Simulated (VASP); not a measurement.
# TaS2 (P-3m1) in VASP: a series of runs

The runs below take TaS2 through relaxation of cell and atoms, with PBE+D3(BJ), PBE.

Everything below comes from runs of VASP 6.6.1. Logs are shortened: lines on timing, memory, paths and dates and some standing lists are left out, and cuts for length are marked.

### 1 The structure

The structure is trigonal, space group P-3m1 (No. 164). The conventional cell has a = 3.350 Å, b = 3.350 Å, c = 5.860 Å, α = 90.00°, β = 90.00°, γ = 120.00°. Around Ta (site symmetry -3m) lie 6 S at 2.43 Å. Around S (site symmetry 3m) lie 3 Ta at 2.43 Å.

### 2 Relaxation of cell and atoms, PBE+D3(BJ)

INCAR

```
SYSTEM = TaS2
PREC = Accurate
ENCUT = 600
EDIFF = 1E-6
ISMEAR = 1
SIGMA = 0.1
LREAL = .False.
LASPH = .True.
NELM = 80
ALGO = Normal
ISIF = 3
LWAVE = .False.
LCHARG = .False.
GGA = PE
IVDW = 12
IBRION = 2
NSW = 90
EDIFFG = -0.01
```

KPOINTS

```
regular mesh
0
Gamma
  15 15 6
  0 0 0
```

POSCAR

```
TaS2
1.0
    3.3500000000      0.0000000000      0.0000000000
   -1.6750000000      2.9011851027      0.0000000000
    0.0000000000      0.0000000000      5.8600000000
Ta S
1 2
Direct
    0.0000000000      0.0000000000      0.0000000000
    0.3333333333      0.6666666667      0.2500000000
    0.6666666667      0.3333333333      0.7500000000
```

Potentials or basis: VASP PAW PBE potentials, release 64 (Ta_pv, S).

Command:

```console
$ cat potpaw_PBE.64/Ta_pv/POTCAR potpaw_PBE.64/S/POTCAR > POTCAR
$ mpirun -np 1 vasp_std > vasp.out
```

OUTCAR:

```text
SYSTEM = TaS2
   PREC = Accurate
   ENCUT = 600
   EDIFF = 1E-6
   ISMEAR = 1
   LREAL = .False.
   LASPH = .True.
   NELM = 80
   ISIF = 3
   GGA = PE
   IVDW = 12
   IBRION = 2
   NSW = 90
   EDIFFG = -0.01
 IVDW          = 12

 ion  position               nearest neighbor table
   1  0.000  0.000  0.000-   2 2.43   3 2.43   3 2.43   2 2.43   3 2.43   2 2.43
   2  0.333  0.667  0.250-   1 2.43   1 2.43   1 2.43
   3  0.667  0.333  0.750-   1 2.43   1 2.43   1 2.43

  LATTYP: Found a hexagonal cell.
 ALAT       =     3.3500000000
 C/A-ratio  =     1.7492537313

  Lattice vectors:

 A1 = (   3.3500000000,   0.0000000000,   0.0000000000)
 A2 = (  -1.6750000000,   2.9011851027,   0.0000000000)
 A3 = (   0.0000000000,   0.0000000000,   5.8600000000)

Analysis of symmetry for initial positions (statically):
=====================================================================
 Subroutine PRICEL returns:
 Original cell was already a primitive cell.

 Routine SETGRP: Setting up the symmetry group for a
 hexagonal supercell.

 Subroutine GETGRP returns: Found 12 space group operations
 (whereof 12 operations were pure point group operations)
 out of a pool of 24 trial point group operations.

The static configuration has the point symmetry D_3d.

Analysis of symmetry for dynamics (positions and initial velocities):
=====================================================================
 Subroutine PRICEL returns:
 Original cell was already a primitive cell.

 Routine SETGRP: Setting up the symmetry group for a
 hexagonal supercell.

 Subroutine GETGRP returns: Found 12 space group operations
 (whereof 12 operations were pure point group operations)
 out of a pool of 24 trial point group operations.

The dynamic configuration has the point symmetry D_3d.

 Subroutine INISYM returns: Found 12 space group operations
 (whereof 12 operations are pure point group operations),
 and found     1 'primitive' translations

----------------------------------------------------------------------------------------

                                     Primitive cell

  volume of cell :      56.9532

  direct lattice vectors                    reciprocal lattice vectors
     3.350000000  0.000000000  0.000000000     0.298507463  0.172343364  0.000000000
    -1.675000000  2.901185103  0.000000000     0.000000000  0.344686728  0.000000000
     0.000000000  0.000000000  5.860000000     0.000000000  0.000000000  0.170648464

  length of vectors
     3.350000000  3.350000000  5.860000000     0.344686728  0.344686728  0.170648464

  position of ions in fractional coordinates (direct lattice)
     0.000000000  0.000000000  0.000000000
     0.333333333  0.666666667  0.250000000
     0.666666667  0.333333333  0.750000000

  ion indices of the primitive-cell ions
   primitive index   ion index
                 1           1
                 2           2
                 3           3

----------------------------------------------------------------------------------------

 KPOINTS: regular mesh

Automatic generation of k-mesh.
 Grid dimensions read from file:
 generate k-points for:   15   15    6

 Generating k-lattice:

  Cartesian coordinates                     Fractional coordinates (reciprocal lattice)
     0.019900498  0.011489558  0.000000000     0.066666667 -0.000000000  0.000000000
     0.000000000  0.022979115  0.000000000     0.000000000  0.066666667  0.000000000
     0.000000000  0.000000000  0.028441411     0.000000000  0.000000000  0.166666667

  Length of vectors
     0.022979115  0.022979115  0.028441411

  Shift w.r.t. Gamma in fractional coordinates (k-lattice)
     0.000000000  0.000000000  0.000000000

 Subroutine IBZKPT returns following result:
 ===========================================

 Found    146 irreducible k-points:

 Following reciprocal coordinates:
            Coordinates               Weight
  0.000000  0.000000  0.000000      1.000000
  0.066667  0.000000  0.000000      6.000000
  0.133333  0.000000  0.000000      6.000000
  0.200000  0.000000  0.000000      6.000000
  0.266667  0.000000  0.000000      6.000000
  0.333333  0.000000  0.000000      6.000000
[... 16 lines left out ...]
  0.333333  0.200000  0.000000     12.000000
  0.400000  0.200000  0.000000      6.000000
 [... further k-points ...]
   k-points           NKPTS =    146   k-points in BZ     NKDIM =    146   number of bands    NBANDS=     15
   number of dos      NEDOS =    301   number of ions     NIONS =      3
   total plane-waves  NPLWV =  37632
   dimension x,y,z NGX =    28 NGY =   28 NGZ =   48
   dimension x,y,z NGXF=    56 NGYF=   56 NGZF=   96
   ions per type =               1   2
   NGX,Y,Z   is equivalent  to a cutoff of  13.90, 13.90, 13.62 a.u.
   NGXF,Y,Z  is equivalent  to a cutoff of  27.79, 27.79, 27.23 a.u.
 SYSTEM =  TaS2
   PREC   = accura    normal or accurate (medium, high low for compatibility)
   ISTART =      0    job   : 0-new  1-cont  2-samecut
   ICHARG =      2    charge: 1-file 2-atom 10-const
   ISPIN  =      1    spin polarized calculation?
   LNONCOLLINEAR =      F non collinear calculations
   LSORBIT =      F    spin-orbit coupling
   LASPH  =      T    aspherical Exc in radial PAW
   ENCUT  =  600.0 eV  44.10 Ry    6.64 a.u.   6.69  6.69 11.70*2*pi/ulx,y,z
   NELM   =     80;   NELMIN=  2; NELMDL= -5     # of ELM steps
   EDIFF  = 0.1E-05   stopping-criterion for ELM
   LREAL  =      F    real-space projection
   EDIFFG = -.1E-01   stopping-criterion for IOM
   NSW    =     90    number of steps for IOM
   IBRION =      2    ionic relax: 0-MD 1-quasi-New 2-CG
   NFREE  =      1    steps in history (QN), initial steepest desc. (CG)
   ISIF   =      3    stress and relaxation
   ISYM   =      2    0-nonsym 1-usesym 2-fastsym
   POTIM  = 0.5000    time-step for ionic-motion
   TEBEG  =    0.0;   TEEND  =   0.0 temperature during run
   PSTRESS=    0.0 pullay stress
   NELECT =      23.0000    total number of electrons
   NUPDOWN=      -1.0000    fix difference up-down
   EMIN   =  10.00;   EMAX   =-10.00  energy-range for DOS
   EFERMI =   0.00;   METHOD = LEGACY
   ISMEAR =     1;   SIGMA  =   0.10  broadening in eV -4-tet -1-fermi 0-gaus
   EFERMI_NEDOS =   21; number of points for ismear=-14 and -15
   IALGO  =     38    algorithm
   IMIX   =      4    mixing-type and parameters
     AMIX     =   0.40;   BMIX     =  1.00
     AMIX_MAG =   1.60;   BMIX_MAG =  1.00
  volume/ion in A,a.u.               =      18.98       128.11
  Fermi-wavevector in a.u.,A,eV,Ry     =   1.210073  2.286706 19.922686  1.464276
  Thomas-Fermi vector in A             =   2.345631
   LORBIT       =      0    0 simple, 1 ext, 2 COOP (PROOUT), +10 PAW based schemes
   GGA     = PE    functional components
   LHFCALC =     F    Hartree Fock is set to
   AEXX    =    0.0000 exact exchange contribution
   IVDW    =    12    specifies the selected vdW correction
   LEPSILON=     F    determine dielectric tensor
   LRPA    =     F    only Hartree local field effects (RPA)
 conjugate gradient relaxation of ions
 non-spin polarized calculation
 Methfessel and Paxton  Order N= 1 SIGMA  =   0.10
  energy-cutoff  :      600.00
  volume of cell :       56.95
 maximum number of plane-waves:      1931
 NGX is ok and might be reduce to    28
   NGX = 13   NGY = 13   NGZ = 23

--------------------------------------- Ionic step        1  -------------------------------------------

 number of electron      22.9999999 magnetization

 Free energy of the ion-electron system (eV)
  ---------------------------------------------------
  ext. energy  EPLUGINS =         0.00000000
  ---------------------------------------------------
  free energy    TOTEN  =       -23.01825543 eV

  energy without entropy =      -23.01761465  energy(sigma->0) =      -23.01804183

------------------------ aborting loop because EDIFF is reached ----------------------------------------

 Edisp (eV)   -1.24051

 E8    (eV) :    -0.5304

  FORCE on cell =-STRESS in cart. coord.  units (eV):
  Direction    XX          YY          ZZ          XY          YZ          ZX
  --------------------------------------------------------------------------------------
  -------------------------------------------------------------------------------------
  Total       1.36744     1.36744     3.08718     0.00000     0.00000    -0.00000
  in kB      38.46800    38.46800    86.84708     0.00000     0.00000    -0.00000
  external pressure =       54.59 kB  Pullay stress =        0.00 kB
[... 100 lines left out ...]
  FREE ENERGIE OF THE ION-ELECTRON SYSTEM (eV)
  ---------------------------------------------------
  free  energy   TOTEN  =       -24.3255656034 eV

  energy  without entropy=      -24.3251333415  energy(sigma->0) =      -24.32542152

[... ionic steps 4 to 22 ...]

--------------------------------------- Ionic step       23  -------------------------------------------

 number of electron      22.9999999 magnetization

------------------------ aborting loop because EDIFF is reached ----------------------------------------

 Edisp (eV)   -1.27853

 E8    (eV) :    -0.5474
[... 71 lines left out ...]
  energy  without entropy=      -24.3548348775  energy(sigma->0) =      -24.35515358

--------------------------------------- Ionic step       25  -------------------------------------------

 number of electron      22.9999999 magnetization

 Free energy of the ion-electron system (eV)
  ---------------------------------------------------
  ext. energy  EPLUGINS =         0.00000000
  ---------------------------------------------------
  free energy    TOTEN  =       -23.07743523 eV

  energy without entropy =      -23.07695997  energy(sigma->0) =      -23.07727681

 E-fermi :   5.9563     XC(G=0): -10.7548

 val. band max:        5.9455750820   @ k =   0.0000   0.1333   0.1667
 cond. band min:       5.9617332582   @ k =  -0.1333   0.3333   0.3333
 fundamental gap:      0.0161581762
 Fermi energy:         5.9562573181

 k-point     1 :       0.0000    0.0000    0.0000
  band No.  band energies     occupation
      1     -29.3026      2.00000
      2     -29.2770      2.00000
      3     -29.2770      2.00000
      4      -9.1156      2.00000
      5      -7.0633      2.00000
      6      -1.2043      2.00000
      7       2.1625      2.00000
      8       2.1625      2.00000
      9       4.8372      2.00000
     10       5.3667      2.00000
     11       5.3667      2.00000
     12       5.8957      1.84497
     13       6.1611     -0.01363
     14       6.1611     -0.01363
     15       9.6431      0.00000
[... 397 lines left out ...]
 k-point    24 :       0.4000    0.2000    0.0000
  band No.  band energies     occupation
      1     -29.5462      2.00000
      2     -29.4156      2.00000
      3     -29.2380      2.00000
      4      -7.0628      2.00000
      5      -6.8097      2.00000
      6      -0.4261      2.00000
      7       0.7388      2.00000
      8       1.6260      2.00000
      9       1.8717      2.00000
     10       2.1328      2.00000
     11       2.8498      2.00000
     12       6.6887     -0.00000
     13       8.3150      0.00000
     14       8.5203      0.00000
     15       9.8782      0.00000

 [... further k-points ...]

------------------------ aborting loop because EDIFF is reached ----------------------------------------

 Edisp (eV)   -1.27789

 E8    (eV) :    -0.5471

  FORCE on cell =-STRESS in cart. coord.  units (eV):
  Direction    XX          YY          ZZ          XY          YZ          ZX
  --------------------------------------------------------------------------------------
  -------------------------------------------------------------------------------------
  Total       0.00090     0.00090    -0.00648     0.00000     0.00000     0.00000
  in kB       0.02609     0.02609    -0.18691     0.00000     0.00000     0.00000
  external pressure =       -0.04 kB  Pullay stress =        0.00 kB
[... 18 lines left out ...]
  FREE ENERGIE OF THE ION-ELECTRON SYSTEM (eV)
  ---------------------------------------------------
  free  energy   TOTEN  =       -24.3553217213 eV

  energy  without entropy=      -24.3548464688  energy(sigma->0) =      -24.35516330

 reached required accuracy - stopping structural energy minimisation
```

Run time: 39 min. Hardware: 1 thread of AMD EPYC 7R43 (Zen 3), shared host; peak memory 0.29 GiB.

Results:

- Free energy: -24.3553 eV
- Relaxed volume: 18.50 Å³/atom
- Relaxed cell: a = 3.327 Å, b = 3.327 Å, c = 5.792 Å, α = 90.00°, β = 90.00°, γ = 120.00°
- Space group after relaxing (to 0.05 Å): P-3m1 (No. 164)
- Energy gained by relaxing: 32.2 meV/atom
- Ionic steps: 25
- Pressure after relaxing: 0.0 GPa
- Largest force after relaxing: 0.003 eV/Å
- Band gap on the k mesh: none (metal or under the smearing width)
- Dispersion energy per atom: -0.426 eV

Forces on the atoms (eV/Å):
```
Ta   0.000  0.000  0.000
S    0.000  0.000 -0.003
S    0.000  0.000  0.003
```

Step by step:
| step | energy change (eV) | largest force (eV/Å) | pressure (GPa) | volume (Å³) |
| --- | --- | --- | --- | --- |
| 1 | 0.0000 | 1.2617 | 5.46 | 56.95 |
| 2 | 0.1134 | 1.2517 | -10.57 | 62.44 |
| 3 | -0.0668 | 0.2078 | -1.54 | 58.94 |
| 4 | -0.0669 | 0.2381 | -1.36 | 58.87 |
| 5 | -0.0821 | 0.1370 | -0.66 | 58.00 |
| 6 | -0.0842 | 0.0856 | -0.28 | 57.55 |
| 7 | -0.0866 | 0.1335 | 0.10 | 57.20 |
| 8 | -0.0897 | 0.2542 | 1.15 | 56.32 |
| 9 | -0.0905 | 0.2399 | 1.07 | 56.29 |
| 10 | -0.0924 | 0.1981 | 0.81 | 56.19 |
| 11 | -0.0951 | 0.1139 | 0.32 | 56.01 |
| 12 | -0.0955 | 0.0528 | -0.63 | 55.63 |
| 13 | -0.0962 | 0.0246 | -0.20 | 55.80 |
| 14 | -0.0962 | 0.0201 | -0.23 | 55.79 |
| 15 | -0.0963 | 0.0175 | -0.20 | 55.73 |
| 16 | -0.0965 | 0.0105 | -0.05 | 55.55 |
| 17 | -0.0963 | 0.0042 | 0.24 | 55.20 |
| 18 | -0.0965 | 0.0063 | 0.04 | 55.46 |
| 19 | -0.0965 | 0.0071 | 0.05 | 55.47 |
| 20 | -0.0965 | 0.0089 | 0.01 | 55.51 |
| 21 | -0.0965 | 0.0075 | 0.00 | 55.48 |
| 22 | -0.0965 | 0.0070 | 0.00 | 55.47 |
| 23 | -0.0965 | 0.0027 | 0.00 | 55.49 |
| 24 | -0.0965 | 0.0108 | -0.08 | 55.53 |
| 25 | -0.0966 | 0.0030 | 0.00 | 55.51 |

Final structure:
```cif
data_structure
_symmetry_space_group_name_H-M 'P 1'
_symmetry_Int_Tables_number 1
_cell_length_a 3.3267
_cell_length_b 3.3267
_cell_length_c 5.7916
_cell_angle_alpha 90.000
_cell_angle_beta 90.000
_cell_angle_gamma 120.000
_cell_volume 55.51
loop_
_atom_site_label
_atom_site_type_symbol
_atom_site_fract_x
_atom_site_fract_y
_atom_site_fract_z
_atom_site_occupancy
Ta1 Ta 0.00000 0.00000 0.00000 1
S1 S 0.33333 0.66667 0.26702 1
S2 S 0.66667 0.33333 0.73298 1
```

(Part 1 of 2 ends here.)
